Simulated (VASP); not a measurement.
Sr:

```
Sr
1.0
    -3.70636    3.70636    2.02088
     3.70636   -3.70636    2.02088
     3.70636    3.70636   -2.02088
Sr
2
Direct
  0.00000 0.00000 0.00000
  0.75000 0.25000 0.50000
```

This isn't the form of Sr at room conditions, which is fcc.

* Program: VASP 6.6.1
* Task: relaxation of cell and atoms
* Functional: PBE
* Dispersion: D4
* Potentials or basis: VASP PAW PBE potentials, release 64 (Sr_sv)
* Cutoff: 600 eV
* k mesh: 8 × 8 × 8
* Occupations: fermi-dirac, width 0.05 eV
* Spin: no spin polarisation

At the start: pressure -0.4 GPa; volume 55.52 Å³/atom.

Problem. How do energy, volume and symmetry change on relaxing?

Solution. Over 6 steps the energy falls by 4.0 meV/atom and the volume is 52.97 Å³/atom (-4.6 %); space group I4_1/amd (No. 141, to 0.05 Å).

The path:
| step | energy change (eV) | largest force (eV/Å) | pressure (GPa) | volume (Å³) |
| --- | --- | --- | --- | --- |
| 1 | 0.0000 | 0.0000 | -0.39 | 111.04 |
| 2 | -0.0055 | 0.0000 | -0.23 | 108.90 |
| 3 | -0.0077 | 0.0000 | -0.07 | 106.83 |
| 4 | -0.0078 | 0.0000 | -0.04 | 106.46 |
| 5 | -0.0080 | 0.0000 | -0.02 | 106.12 |
| 6 | -0.0080 | 0.0000 | 0.00 | 105.93 |

Final structure:
```
Sr
1.0
    -3.66548    3.66548    1.97105
     3.66548   -3.66548    1.97105
     3.66548    3.66548   -1.97105
Sr
2
Direct
  0.00000 0.00000 0.00000
  0.75000 0.25000 0.50000
```

Caveat: pairwise dispersion overbinds metals, which lowers pressure and volume.
